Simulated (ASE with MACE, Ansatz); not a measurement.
# Adsorption of TiCl4 on Co(0001): energy and structure

How much energy does the adsorption of TiCl4 on Co(0001) release or cost?

Calculated with Ansatz 0.2.0: Kohn-Sham DFT, PBE+D3(BJ), PAW (set soft_2), plane waves; cutoff 420 eV, fermi-dirac smearing of 0.1 eV, spin polarised, started with 36 parallel moments, ending at 57.8 μB in the cell (for the slabs). Every cell is relaxed with this functional.

**The cells**

The cell holds 36 atoms: 36 Co. Its edges and angles: a = 7.470 Å, b = 7.470 Å, c = 22.045 Å, α = 90.0°, β = 90.0°, γ = 60.0°. It derives from Co (Co(0001)). The starting structure: Hcp Co(0001), 3 x 3 cells, four layers (lattice constants typed as starting values near PBE's), about 15 Å of vacuum, lower atoms held. Vacuum lies along c. 18 atoms are held.

- TiCl4 on Co(0001): one whole molecule of TiCl4 lowered over a top site, eased by MACE.

Molecules sit alone in boxes of 14 to 15 Å, at Γ at every level, with a smearing of 0.01 eV.

The input of the single point on the relaxed bare surface:

```yaml
crystal:
  lattice:
    - [7.47, 0.0, 0.0]
    - [3.735, 6.46921, 0.0]
    - [0.0, 0.0, 22.045]
  atoms:
    - { symbol: Co, position: [0.88889, 0.22222, 0.04536], spin: 1.6 }
    - { symbol: Co, position: [0.22222, 0.22222, 0.04536], spin: 1.6 }
    - { symbol: Co, position: [0.55556, 0.22222, 0.04536], spin: 1.6 }
    - { symbol: Co, position: [0.88889, 0.55556, 0.04536], spin: 1.6 }
    [... 30 atom lines left out ...]
    - { symbol: Co, position: [0.33333, 0.66667, 0.31658], spin: 1.6 }
    - { symbol: Co, position: [0.66667, 0.66667, 0.31658], spin: 1.6 }
magnetization:
  spin_polarized: true
kpoints:
  mp_grid: { grid: [3, 3, 1] }
hamiltonian:
  xc: pbe
  dispersion: d3bj
scf:
  occupations: { method: fermi_dirac, width: 0.1 }
  lower_state_search: "off"
output:
  forces: true
  populations: true
  dos:
    method: { smearing: { sigma: 0.08 } }
    de: 0.1
    projected:
      site_lists:
        Co: [Co]
        slab: [... 36 sites ...]
  eigenvalues: true
  write_density: true
  write_potential: true
  volumetric_format: npy
```

```
             cell    formula  k-mesh  relaxation steps  gain on relaxing (eV)  free energy, PBE+D3(BJ) (eV)  moment (μB)  time of its runs on this page
         Co(0001)       Co36   3×3×1                 3                   0.03                   -184539.930         57.8                           25 s
TiCl4 on Co(0001)  TiCo36Cl4   3×3×1                 6                   0.83                   -191367.977         57.2                           43 s
            TiCl4      TiCl4   1×1×1                 3                   0.03                     -6825.915          0.0                          6.3 s
```

**Reaction energies**

Products less reactants, from the free energies above and their like at the other levels, in eV; negative values release energy:

```
             change  PBE+D3(BJ)
adsorption of TiCl4       -2.13
```

Worked for the first row at PBE+D3(BJ): (-191367.977) − (-184539.930) − (-6825.915) = -2.131 eV (from unrounded energies).

**What the relaxations did**

Bonds are pairs closer than 1.18 times the sum of covalent radii; a bond counts as made or broken only if it crosses from under that bound to over 1.3 times, or back. All concern the added atoms.

| cell | bonds to the surface at the end | nearest contact (Å) | made in DFT | broken in DFT | largest move (Å) |
| --- | --- | --- | --- | --- | --- |
| TiCl4 on Co(0001) | 3 Cl–Co and 1 Co–Ti | Cl–Co 2.28 | none | none | 0.69 |

**Findings**

The change releases 2.13 eV at PBE+D3(BJ). The molecule stays whole and bonds to the surface (its most stretched bond, Cl–Ti, goes from 2.18 Å in the gas to 2.36 Å).

Limits: These are static energies with no barriers, zero-point energy or heat. Where a gas molecule is taken up, its entropy is lost, which at room temperature and above is worth several tenths of an eV to over 1 eV a molecule and isn't counted. All slabs, the starting one too, were first eased by a machine-learned potential, and one starting arrangement a cell was relaxed; others may lie lower. Only one face is changed, and the cells carry no dipole correction. Pairwise D3 takes no account of screening in a metal. In some runs the program notes that positions were snapped to a detected symmetry and the exchange-correlation potential is rough where the density is thin. Spin-polarised runs here had the search for other magnetic states switched off.

[Logs are printed without paths, hosts, clocks, repeated set-up lines and the standing remarks that a program may print on its own settings, such as how far it seeks lower states.]

[Hosts, paths, dates, database ids (printed as entryN), source tags and the programs' standing remarks are cut or masked in the printed files.]
